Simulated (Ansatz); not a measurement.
Zr in Ansatz: the effect of functional

Zr:

```
Zr
1.0
     3.23200    0.00000    0.00000
    -1.61600    2.79899    0.00000
     0.00000    0.00000    5.14700
Zr
2
Direct
  0.66667 0.33333 0.75000
  0.33333 0.66667 0.25000
```

Alike in all runs:

| Quantity | Value |
| --- | --- |
| Program | Ansatz 0.2.0 |
| Task | band structure |
| Potentials or basis | all-electron LAPW, scalar-relativistic |
| Cutoff | 174 eV (chosen from the basis error) |
| Basis error allowed | 0.001 eV/atom |
| k mesh | 9 × 9 × 5 |
| Occupations | fermi-dirac, width 0.05 eV |
| Spin | no spin polarisation |

Q: One run gave: pressure 0.5 GPa. Which functional did it use?
A. PBEsol
B. RPBE
C. PBE
D. BLYP
E. revPBE

A: C.

| functional | pressure (GPa) |
| --- | --- |
| LDA | -6.1 |
| PBE | 0.5 |
| PBEsol | -3.3 |
| RPBE | 2.7 |
| revPBE | 2.1 |
| BLYP | 3.6 |
